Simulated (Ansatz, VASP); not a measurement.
## Two plane-wave programs on Au

```
Au
1.0
     2.71633    0.00000    0.00000
    -1.35816    2.35241    0.00000
     0.00000    0.00000    2.66419
Au
1
Direct
  0.00000 0.00000 0.00000
```

Alike in both runs: functional PBE; k mesh 15 × 15 × 14; occupations fermi-dirac, width 0.08 eV; no spin polarisation.

Ansatz relaxed the structure, and its values are those at the end. VASP's run is a single point on that final structure, the one shown.

```csv
,VASP,Ansatz
version,VASP 6.6.1,Ansatz 0.2.0
potentials or method,"VASP PAW PBE potentials, release 64 (Au)","PAW with Ansatz's default frozen-core files, scalar-relativistic"
plane-wave cutoff (eV),520,420
valence electrons in the cell,11,19
```

|  | VASP | Ansatz | Ansatz less VASP |
| --- | --- | --- | --- |
| pressure (GPa) | 22.0 | 22.4 | +0.38 |

The two sets of potentials don't hold the same shells in valence.

Caveats: so large a pressure means that the cell lies far from this level's equilibrium, or that cutoff or potentials fall short (VASP). The runs have no spin-orbit coupling, so splittings on Au are missing.
